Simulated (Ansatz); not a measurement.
Molecular dynamics on a 2×2×2 supercell (16 atoms) of BeS (F-43m), relaxed with r2SCAN. Forces come from PBEsol in the PAW code Ansatz: Langevin thermostat and barostat (NPT), 1700 K, steps of 1.5 fs. Computed, non-magnetic; the trajectory is short and the cell small, so nothing here is a converged average.

```yaml
crystal:
  lattice:
    - [0.0, 4.8686132732, 4.8686132732]
    - [4.8686132732, 0.0, 4.8686132732]
    - [4.8686132732, 4.8686132732, 0.0]
  atoms:
    - { symbol: Be, position: [0.0, 0.0, 0.0] }
    - { symbol: S, position: [0.125, 0.125, 0.125] }
    - { symbol: Be, position: [0.0, 0.0, 0.5] }
    - { symbol: S, position: [0.125, 0.125, 0.625] }
    - { symbol: Be, position: [0.0, 0.5, 0.0] }
    - { symbol: S, position: [0.125, 0.625, 0.125] }
    - { symbol: Be, position: [0.0, 0.5, 0.5] }
    - { symbol: S, position: [0.125, 0.625, 0.625] }
    - { symbol: Be, position: [0.5, 0.0, 0.0] }
    - { symbol: S, position: [0.625, 0.125, 0.125] }
    - { symbol: Be, position: [0.5, 0.0, 0.5] }
    - { symbol: S, position: [0.625, 0.125, 0.625] }
    - { symbol: Be, position: [0.5, 0.5, 0.0] }
    - { symbol: S, position: [0.625, 0.625, 0.125] }
    - { symbol: Be, position: [0.5, 0.5, 0.5] }
    - { symbol: S, position: [0.625, 0.625, 0.625] }
kpoints:
  mp_grid: { grid: [2, 2, 2] }
hamiltonian:
  xc: pbesol
scf:
  occupations: { method: fermi_dirac, width: 0.146 }
md:
  ensemble: npt_langevin
  temperature: 1700
  timestep: 1.5
  n_steps: 30
  initial_velocities: maxwell_boltzmann
  seed: 3896
```

Command: `ansatz run input.yaml --threads 4 --pin off --max-ram 3686MiB --backend cpu --events-out ev --progress --plain --runs-dir out`. Wall time 59 s on 4 threads of Arm Neoverse N1, on a shared host, load about 0.8 per core; peak host memory 0.74 GiB.

```tsv
step	t (fs)	T (K)	free energy F from step 0 (meV/atom)	kinetic energy (meV/atom)	pressure (GPa)	volume (Å³/atom)	largest force (eV/Å)
0	0	1594	0.0	206.0	0.30	14.43	0.00
1	1.5	1400	3.1	180.9	0.17	14.43	0.38
2	3	1473	12.0	190.4	0.40	14.43	0.78
3	4.5	1215	25.3	157.0	0.39	14.44	1.13
4	6	1041	40.6	134.5	0.50	14.45	1.42
5	7.5	922	56.7	119.1	0.72	14.46	1.75
6	9	778	72.5	100.6	0.92	14.46	2.13
7	10.5	677	85.9	87.6	1.10	14.47	2.42
8	12	559	96.1	72.3	1.18	14.47	2.61
9	13.5	595	103.2	77.0	1.33	14.48	2.65
10	15	636	107.3	82.2	1.37	14.49	2.55
11	16.5	674	108.0	87.1	1.27	14.50	2.36
12	18	635	105.9	82.1	1.01	14.52	2.17
13	19.5	679	102.3	87.8	0.80	14.53	2.01
14	21	751	98.1	97.1	0.60	14.54	1.81
15	22.5	807	94.8	104.3	0.39	14.55	1.77
16	24	814	92.4	105.2	0.10	14.56	1.76
17	25.5	794	91.0	102.6	-0.23	14.58	1.75
18	27	802	91.5	103.6	-0.51	14.59	1.91
19	28.5	749	93.5	96.8	-0.79	14.61	2.02
20	30	848	96.5	109.6	-0.90	14.63	2.09
21	31.5	884	100.3	114.2	-1.06	14.65	2.11
22	33	810	105.4	104.7	-1.27	14.66	2.08
23	34.5	865	110.8	111.9	-1.30	14.68	2.06
24	36	776	116.0	100.3	-1.42	14.68	2.07
25	37.5	697	121.9	90.1	-1.50	14.68	2.09
26	39	669	128.4	86.4	-1.51	14.69	2.27
27	40.5	590	133.8	76.3	-1.54	14.69	2.48
28	42	578	138.5	74.7	-1.48	14.68	2.67
29	43.5	551	142.4	71.3	-1.41	14.68	2.82
30	45	507	144.3	65.6	-1.35	14.67	2.88
```

The temperature goes from 1594 K to 507 K in 45 fs. The thermostat hasn't had time to restore it. The atoms start on their lattice sites with kinetic energy alone, so much of it first passes into potential energy.

Positions (Å) and forces (eV/Å) at step 30:
```
cell (Å): 0.000 4.896 4.896; 4.896 0.000 4.896; 4.896 4.896 0.000
Be   0.285  -0.098  -0.123    -1.828   1.065   0.938
S    1.079   1.350   1.130     1.299   0.463   0.295
Be   2.586   2.800   0.106    -0.744  -0.634   0.178
S    3.627   4.041   1.334     1.118  -1.409   0.333
Be   2.370   0.151   2.213     0.817  -0.297   0.486
S    3.710   1.039   3.663    -0.130   1.317  -0.440
Be   4.785   2.469   2.461     0.009   0.590   0.583
S    6.352   3.778   3.582    -1.782   0.100  -0.174
Be  -0.039   2.683   2.408     0.414  -1.219   0.712
S    1.387   3.553   3.762     0.082   0.009  -0.904
Be   2.408   5.203   2.644     1.189  -1.517   0.885
S    3.633   6.322   3.889     1.093   0.042  -0.845
Be   2.519   2.354   5.053     0.150  -0.656  -0.497
S    3.808   3.682   5.934    -0.908   0.965   0.452
Be   5.011   4.949   4.741     0.161   0.068   0.485
S    6.102   6.115   6.390    -0.941   1.113  -2.487
```
